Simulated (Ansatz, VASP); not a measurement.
# TaN in VASP and in Ansatz

INCAR

```
SYSTEM = TaN
  PREC = Accurate
  ENCUT = 520
  EDIFF = 1E-6
  ISMEAR = -1
  SIGMA = 0.02
  LREAL = .FALSE.
  LASPH = .TRUE.
  NELM = 100
  ALGO = Normal
  ISIF = 2
  LWAVE = .FALSE.
  LCHARG = .FALSE.
  GGA = PE
  NBANDS = 15
```

Contents of KPOINTS:

```
regular mesh
0
G
  12 12 10
  0 0 0
```

Contents of POSCAR:

```
TaN
1.0
    2.8792388812      0.0000000000      0.0000000000
   -1.4396194406      2.4934940148      0.0000000000
    0.0000000000      0.0000000000      2.8830000000
Ta N
1 1
Direct
    0.3333333333      0.6666666667      0.5000000000
    0.0000000000      0.0000000000      0.0000000000
```

Input for Ansatz:

```yaml
crystal:
  lattice:
    - [2.8792388812, 0.0, 0.0]
    - [-1.4396194406, 2.4934940148, 0.0]
    - [0.0, 0.0, 2.883]
  atoms:
    - { symbol: Ta, position: [0.3333333333, 0.6666666667, 0.5] }
    - { symbol: "N", position: [0.0, 0.0, 0.0] }
kpoints:
  mp_grid: { grid: [12, 12, 10] }
  band_path:
    path:
      - [0.0, 0.0, 0.0]
      - [0.5, 0.0, 0.0]
      - [0.3333333333, 0.3333333333, 0.0]
      - [0.0, 0.0, 0.0]
      - [0.0, 0.0, 0.5]
      - [0.5, 0.0, 0.5]
      - [0.3333333333, 0.3333333333, 0.5]
      - [0.0, 0.0, 0.5]
      - [0.5, 0.0, 0.5]
    npoints: 5
scf:
  occupations: { method: fermi_dirac, width: 0.02 }
hamiltonian:
  xc: pbe
  pseudopotentials: { kind: all_electron, lapw: { basis_error: 0.0005 } }
output:
  forces: true
  stress: true
  eigenvalues: true
```

Change from the starting cell: equal xx and yy strain of -2 %.

Alike in both runs: task single point; functional PBE; k mesh 12 × 12 × 10; occupations fermi-dirac, width 0.02 eV; no spin polarisation.

```csv
,VASP,Ansatz
version,VASP 6.6.1,Ansatz 0.2.0
potentials or method,"VASP PAW PBE potentials, release 64 (Ta_pv, N)","all-electron LAPW, scalar-relativistic"
plane-wave cutoff (eV),520,see its input
```

VASP gave:

| Property | Result |
| --- | --- |
| pressure (GPa) | 20.8 |
| largest component of the traceless stress (GPa) | 7.29 |

What did Ansatz give for the same quantities?

Pressure (GPa): 20.0; largest component of the traceless stress (GPa): 7.40.

Ansatz ran all-electron here, so the differences hold the error of VASP's frozen core and of both bases.

Caveats: so large a pressure means that the cell lies far from this level's equilibrium, or that cutoff or potentials fall short (VASP). The runs have no spin-orbit coupling, so splittings on Ta are missing.
